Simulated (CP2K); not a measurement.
Crystal: AlN.

```
CELL_PARAMETERS angstrom
3.11300 0.00000 0.00000
-1.55650 2.69594 0.00000
0.00000 0.00000 4.98100
ATOMIC_POSITIONS crystal
Al 0.66667 0.33333 0.50000
Al 0.33333 0.66667 0.00000
N 0.66667 0.33333 0.88000
N 0.33333 0.66667 0.38000
```

Program: CP2K 2026.2. Alike in all runs: task band structure; potentials or basis POTENTIAL_UZH Al GTH-PBE-q3, N GTH-PBE-q5; TZVP-MOLOPT-PBE-GTH basis; no spin polarisation; cell as given; k mesh 10 × 10 × 6; smearing fermi-dirac 0.05 eV.

Problem. Order these runs on this cell by their pressure, lowest first.
A. level vdW-DF2; cutoff of the non-local correlation (Ry) 300
B. level AM05
C. level TASK

Solution. C (-0.2 GPa), B (2.5 GPa), A (4.6 GPa).

Caveats: the potentials were made for another functional, which shifts forces and pressure; the basis of atomic orbitals isn't converged, which shifts pressures, moduli and gaps.
